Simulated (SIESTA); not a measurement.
## Pb under changes of volume

One of the cells (30.323 Å³/atom); the others are scaled copies at fixed shape and fractional positions:

```xyz
1
Lattice="0.0000 2.4750 2.4750 2.4750 0.0000 2.4750 2.4750 2.4750 0.0000" Properties=species:S:1:pos:R:3 pbc="T T T"
Pb    0.0000    0.0000    0.0000
```

```yaml
Program: SIESTA 5.4.2
Functional: PBE
Potentials_or_basis: PseudoDojo 0.4 standard (PBE files)
Basis: TZP (energy shift 0.01 Ry)
Grid_cutoff: 500 Ry
Energy_shift: 0.01 Ry
k_mesh: 9 × 9 × 9
Occupations: fermi-dirac, width 0.05 eV
Spin: no spin polarisation
```

```tsv
volume (Å³/atom)	energy over the lowest point (meV/atom)	pressure (GPa)
28.503	57.41	6.6
29.110	35.44	4.9
29.716	19.61	3.6
30.323	?	?
30.929	2.23	1.1
31.535	0.00	0.2
32.142	0.77	-0.7
```

Q: What does the run at 30.323 Å³/atom give?

A: Energy over the lowest point 8.53 meV/atom; pressure 2.2 GPa.

Worked out: A Birch-Murnaghan fit of order 3 (a polynomial in V^(-2/3)) to the other rows has its minimum at 31.66 Å³/atom with B0 = V·E''(V) = 45 GPa and B' = 6.5. It gives 8.69 meV/atom at 30.323 Å³/atom, against the run's 8.53, and -dE/dV = 2.2 GPa, against 2.2.

Energies are extrapolated to zero smearing.

Caveats: semicore shells carry a single zeta, which can move pressures by several GPa and volumes by a few percent; the basis of atomic orbitals isn't converged, which shifts pressures, moduli and gaps.
